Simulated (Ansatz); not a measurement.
Ge under changes of volume

One of the cells (22.639 Å³/atom); the others are scaled copies at fixed shape and fractional positions:

```
CELL_PARAMETERS angstrom
0.00000 2.82891 2.82891
2.82891 0.00000 2.82891
2.82891 2.82891 0.00000
ATOMIC_POSITIONS crystal
Ge 0.75000 0.75000 0.75000
Ge 0.50000 0.50000 0.50000
```

```yaml
Program: Ansatz 0.2.0
Functional: BLYP
Dispersion: D4
Potentials_or_basis: Ansatz PAW
Cutoff: "420 eV (not typed: the program's choice for these potentials)"
k_mesh: 8 × 8 × 8
Occupations: fermi-dirac, width 0.05 eV
Spin: no spin polarisation
```

```csv
volume (Å³/atom),energy over the lowest point (meV/atom),pressure (GPa)
21.281,50.45,7.7
21.733,31.39,5.8
22.186,17.31,4.2
22.639,7.62,2.7
23.092,?,?
23.545,0.00,0.2
23.997,1.12,-0.9
```

Task: What does the run at 23.092 Å³/atom give?

Result: Energy over the lowest point 2.02 meV/atom; pressure 1.3 GPa.

Worked out: A Birch-Murnaghan fit of order 3 (a polynomial in V^(-2/3)) to the other rows has its minimum at 23.60 Å³/atom with B0 = V·E''(V) = 58 GPa and B' = 4.8. It gives 2.03 meV/atom at 23.092 Å³/atom, against the run's 2.02, and -dE/dV = 1.3 GPa, against 1.3.

Energies are extrapolated to zero smearing.

Caveats: the PAW data sets come from PBE, with cores solved anew for the run's functional, which leaves a small shift of forces and pressure; pairwise dispersion overbinds metals, which lowers pressure and volume (some runs).
